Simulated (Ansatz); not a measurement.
Input and command of a plane-wave DFT calculation in Ansatz:

```yaml
crystal:
  lattice:
    - [-5.7317611754, 5.7317611754, -5.7317611754]
    - [5.7317611754, -5.7317611754, -5.7317611754]
    - [-5.7317611754, -5.7317611754, 5.7317611754]
  atoms:
    - { symbol: Zn, position: [0.5, 0.25, 0.25] }
    - { symbol: Zn, position: [0.25, 0.25, 0.5] }
    - { symbol: Zn, position: [0.0, 0.25, 0.75] }
    - { symbol: Zn, position: [0.75, 0.0, 0.25] }
    - { symbol: Zn, position: [0.75, 0.25, 0.0] }
    - { symbol: Zn, position: [0.5, 0.0, 0.5] }
    - { symbol: Zn, position: [0.25, 0.0, 0.75] }
    - { symbol: Zn, position: [0.0, 0.75, 0.25] }
    - { symbol: Zn, position: [1.0, 1.0, 1.0] }
    - { symbol: Zn, position: [0.75, 0.75, 0.5] }
    - { symbol: Zn, position: [0.5, 0.75, 0.75] }
    - { symbol: Zn, position: [0.25, 0.5, 0.25] }
    - { symbol: Zn, position: [0.25, 0.75, 0.0] }
    - { symbol: Zn, position: [0.0, 0.5, 0.5] }
    - { symbol: Zn, position: [0.75, 0.5, 0.75] }
    - { symbol: Zn, position: [0.5, 0.5, 0.0] }
    - { symbol: Se, position: [0.5, 0.0, 0.25] }
    - { symbol: Se, position: [0.25, 0.0, 0.5] }
    - { symbol: Se, position: [0.0, 0.0, 0.75] }
    - { symbol: Se, position: [0.75, 0.75, 0.25] }
    - { symbol: Se, position: [0.75, 0.0, 0.0] }
    - { symbol: Se, position: [0.5, 0.75, 0.5] }
    - { symbol: Se, position: [0.25, 0.75, 0.75] }
    - { symbol: Se, position: [0.0, 0.5, 0.25] }
    - { symbol: Se, position: [0.0, 0.75, 0.0] }
    - { symbol: Se, position: [0.75, 0.5, 0.5] }
    - { symbol: Se, position: [0.5, 0.5, 0.75] }
    - { symbol: Se, position: [0.25, 0.25, 0.25] }
    - { symbol: Se, position: [0.25, 0.5, 0.0] }
    - { symbol: Se, position: [0.0, 0.25, 0.5] }
    - { symbol: Se, position: [0.75, 0.25, 0.75] }
    - { symbol: Se, position: [0.5, 0.25, 0.0] }
    - { symbol: Se, position: [0.75, 0.75, 0.75] }
  host:
    lattice:
      - [0.0, 2.8658805877, 2.8658805877]
      - [2.8658805877, 0.0, 2.8658805877]
      - [2.8658805877, 2.8658805877, 0.0]
    atoms:
      - { symbol: Zn, position: [0.0, 0.0, 0.0] }
      - { symbol: Se, position: [0.75, 0.75, 0.75] }
basis:
  ecutwfc: 420
  xc_grid: 2
kpoints:
  mp_grid: { grid: [2, 2, 2], shift: [0.5, 0.5, 0.5] }
hamiltonian:
  xc: pbe
scf:
  occupations: { method: gaussian, width: 0.01 }
output:
  forces: true
  stress: false
  eigenvalues: true
  charged_corrections:
    defect_position: [0.75, 0.75, 0.75]
    epsilon: [[10.789, 0.0, 0.0], [0.0, 10.789, 0.0], [0.0, 0.0, 10.789]]
  write_density: true
  write_potential: true
  elf: true
  volumetric_format: npy
relax:
  adjacent_minimum: "off"
  f_tol: 0.025
  max_steps: 45
```

```bash
ansatz run input.yaml --threads 4 --pin off --max-ram 10240MiB --backend cpu --events-out ev --progress --plain --runs-dir out
```

Processor: Intel(R) Xeon(R) CPU @ 2.60GHz (Ice Lake), 4 threads, on a host shared with other jobs.

Estimate time, memory and problem size.

About 86 s on 4 threads of Intel(R) Xeon(R) CPU @ 2.60GHz (Ice Lake), with other jobs on the host, peak memory 2.3 GiB. It solves 279 bands at 2 k points (the mesh reduced by symmetry) with about 14771 plane waves, in 63 SCF iterations over 4 ionic steps.
